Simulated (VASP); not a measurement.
# Li2S: relaxation of cell and atoms with PBE

Li2S:

```
CELL_PARAMETERS angstrom
0.00000 2.84450 2.84450
2.84450 0.00000 2.84450
2.84450 2.84450 0.00000
ATOMIC_POSITIONS crystal
Li 0.25000 0.25000 0.25000
Li 0.75000 0.75000 0.75000
S 0.00000 0.00000 0.00000
```

```
Program                : VASP 6.6.1
Task                   : relaxation of cell and atoms
Functional             : PBE
Potentials or basis    : VASP PAW PBE potentials, release 64 (Li_sv, S)
Cutoff                 : 600 eV
k mesh                 : 8 × 8 × 8
Occupations            : gaussian, width 0.03 eV
Spin                   : no spin polarisation
Further INCAR settings : ALGO = Normal; EDIFF = 1e-06; IBRION = 2; EDIFFG = -0.01; NSW = 90; ISIF = 3
```

```json
{"Relaxed volume": "15.40 Å³/atom", "Relaxed cell": "a = 4.027 Å, b = 4.027 Å, c = 4.027 Å, α = 60.00°, β = 60.00°, γ = 60.00°", "Space group after relaxing (to 0.05 Å)": "Fm-3m (No. 225)", "Energy gained by relaxing": "0.1 meV/atom", "Ionic steps": "2", "Pressure after relaxing": "0.1 GPa", "Band gap on the k mesh": "3.39 eV, indirect (least direct gap 4.28 eV)"}
```

Step by step:
```tsv
step	energy change (eV)	largest force (eV/Å)	pressure (GPa)	volume (Å³)
1	0.0000	0.0000	0.25	46.03
2	-0.0002	0.0000	0.09	46.19
```

Final structure:
```cif
data_structure
_symmetry_space_group_name_H-M 'P 1'
_symmetry_Int_Tables_number 1
_cell_length_a 4.0273
_cell_length_b 4.0273
_cell_length_c 4.0273
_cell_angle_alpha 60.000
_cell_angle_beta 60.000
_cell_angle_gamma 60.000
_cell_volume 46.19
loop_
_atom_site_label
_atom_site_type_symbol
_atom_site_fract_x
_atom_site_fract_y
_atom_site_fract_z
_atom_site_occupancy
Li1 Li 0.25000 0.25000 0.25000 1
Li2 Li 0.75000 0.75000 0.75000 1
S1 S 0.00000 0.00000 0.00000 1
```

Levels at points of the mesh, in eV from the valence-band top:
```tsv
k point	band 4	band 5	band 6	band 7	band 8	band 9
(0.00, 0.00, 0.00)	0.00	0.00	0.00	4.28	6.23	6.23
(0.50, 0.00, 0.00)	-2.88	-0.51	-0.51	6.12	6.58	6.58
(0.50, 0.50, 0.00)	-2.16	-1.42	-1.42	3.39	7.10	11.10
```

Wall time 9.8 s on 2 MPI ranks on Intel(R) Xeon(R) Platinum 8259CL CPU @ 2.50GHz (Skylake/Cascade Lake) (shared host), peak memory 0.16 GiB a rank.

Caveat: the cutoff is under 1.25 times the usual one of these potentials, so pressure, stress and relaxed cells hold a basis-set (Pulay) error. PBE usually gives volumes a little too large and moduli too small.
